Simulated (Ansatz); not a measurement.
# HgTe (100): surface bands without and with spin-orbit coupling

Aim: the bands of the relaxed HgTe (100) slab along the surface zone, and which of them live on the outer planes, first scalar-relativistic and then with spin-orbit coupling at the same geometry.

Method: DFT PBEsol, scalar-relativistic, plane waves, PAW, in Ansatz 0.2.0.

2 further runs of the same task are left out: 2 set aside as unsound or not needed. Runs told in other sessions of the task aren't counted.

## Step 1: The structure to begin with

The structure is orthorhombic, space group Pmm2 (No. 25). The conventional cell has a = 4.605 Å, b = 4.605 Å, c = 26.396 Å, α = 90.00°, β = 90.00°, γ = 90.00°. Te (site symmetry mm2) is surrounded by 2 Hg at 2.73 Å. Around Hg (site symmetry mm2) lie 4 Te at 2.73 to 2.90 Å. Around Te (site symmetry mm2) lie 4 Hg at 2.76 to 2.90 Å. Hg (site symmetry mm2) has 4 Te at 2.76 to 2.87 Å in its first shell of neighbours. Te (site symmetry mm2) has 4 Hg at 2.78 to 2.87 Å in its first shell of neighbours. Hg (site symmetry mm2) is surrounded by 4 Te at 2.78 to 2.87 Å. Te (site symmetry mm2) is surrounded by 4 Hg at 2.79 to 2.87 Å. Hg (site symmetry mm2) has 2 Te at 2.79 Å in its first shell of neighbours.

Coordinates:

```
CELL_PARAMETERS angstrom
4.60452 0.00000 0.00000
0.00000 4.60452 0.00000
0.00000 0.00000 26.39560
ATOMIC_POSITIONS crystal
Te 0.50000 0.00000 0.28685
Hg 0.50000 0.50000 0.34237
Te 0.00000 0.50000 0.40911
Hg 0.00000 0.00000 0.46706
Te 0.50000 0.00000 0.53219
Hg 0.50000 0.50000 0.59092
Te 0.00000 0.50000 0.65580
Hg 0.00000 0.00000 0.71570
```

Planes are indexed in the bulk's conventional cell (F-43m (No. 216)), a = 6.512 Å, b = 6.512 Å, c = 6.512 Å, α = 90.00°, β = 90.00°, γ = 90.00°.

As cut, it was a (100) slab, 11.4 Å thick as cut, with 15 Å of vacuum; its outer planes are Hg (top) and Te (bottom); it was relaxed in an earlier run.

## Step 2: Scalar-relativistic bands

A dipole layer in the vacuum cancels the field that periodic copies would set up if the slab's two faces differ.

input.yaml reads:

```yaml
crystal:
  lattice:
    - [4.6045185716, 0.0, 0.0]
    - [0.0, 4.6045185716, 0.0]
    - [0.0, 0.0, 26.3956020713]
  atoms:
    - { symbol: Te, position: [0.5, 0.0, 0.2868535237] }
    - { symbol: Hg, position: [0.5, 0.5, 0.3423699491] }
    - { symbol: Te, position: [0.0, 0.5, 0.4091085087] }
    - { symbol: Hg, position: [0.0, 0.0, 0.4670559042] }
    - { symbol: Te, position: [0.5, 0.0, 0.5321879473] }
    - { symbol: Hg, position: [0.5, 0.5, 0.5909248162] }
    - { symbol: Te, position: [0.0, 0.5, 0.6558030061] }
    - { symbol: Hg, position: [0.0, 0.0, 0.7156963447] }
basis:
  ecutwfc: 420
kpoints:
  mp_grid: { grid: [8, 8, 1] }
  band_path:
    path: [[0.5, 0, 0], [0, 0, 0], [0.5, 0.5, 0], [0.5, 0, 0]]
    npoints: 12
hamiltonian:
  xc: pbesol
scf:
  occupations: { method: gaussian, width: 0.1 }
  n_extra_bands: 22
output:
  forces: true
  eigenvalues: true
  populations: true
  fatbands: true
  write_density: true
  write_potential: true
  elf: true
  volumetric_format: npy
efield:
  axis: 3
  dipole_correction: true
  ramp_width: 0.04
```

The run is started by

```console
$ ansatz run input.yaml --threads 4 --pin off --max-ram 9216MiB --backend cpu --events-out ev --progress --plain --runs-dir out
```

## Step 3: The same slab, spin-orbit coupling on

Changes to input.yaml since step 2:

```diff
@@ -25,3 +25,3 @@
   occupations: { method: gaussian, width: 0.1 }
-  n_extra_bands: 22
+  n_extra_bands: 44
 output:
@@ -31,6 +31,5 @@
   fatbands: true
-  write_density: true
-  write_potential: true
-  elf: true
-  volumetric_format: npy
+magnetization:
+  noncollinear: true
+  spin_orbit: true
 efield:
```

## Step 4: The bulk with spin-orbit coupling

input.yaml reads:

```yaml
crystal:
  lattice:
    - [4.6045185716, 0.0, 0.0]
    - [0.0, 4.6045185716, 0.0]
    - [2.3022592858, 2.3022592858, 3.2558863061]
  atoms:
    - { symbol: Hg, position: [0.0, 0.0, 0.0] }
    - { symbol: Te, position: [0.25, 0.75, 0.5] }
basis:
  ecutwfc: 420
kpoints:
  mp_grid: { grid: [8, 8, 11] }
hamiltonian:
  xc: pbesol
scf:
  occupations: { method: gaussian, width: 0.1 }
output:
  forces: true
  stress: true
  eigenvalues: true
magnetization:
  noncollinear: true
  spin_orbit: true
```

(Steps that only read results are left out.)

Before running it: what results should come out? Wanted: work function, top face; gap of the slab on the mesh; gap of the bulk on the mesh; surface energy.

**Answer**, as computed:

```
                                        quantity                                                 value
    work function, top face (scalar, spin-orbit)                                      4.23 eV, 4.36 eV
gap of the slab on the mesh (scalar, spin-orbit)  none (metal or semimetal), none (metal or semimetal)
gap of the bulk on the mesh (scalar, spin-orbit)  none (metal or semimetal), none (metal or semimetal)
             surface energy (scalar, spin-orbit)                                  0.85 J/m², 0.83 J/m²
```

What this shows: Without spin-orbit coupling, states with over 70 % of their weight on the two outermost planes of each face (which hold 50 % of the atoms) lie within 0.3 eV of the Fermi level on 73 % of the path, at X, M among the named points. With spin-orbit coupling, states with over 70 % of their weight on the two outermost planes of each face (which hold 50 % of the atoms) lie within 0.3 eV of the Fermi level on 70 % of the path, at X, M among the named points. Spin-orbit coupling changes the work function by +0.126 eV. The share is a threshold, so a state just under it isn't absent; the pictures show the weights themselves.
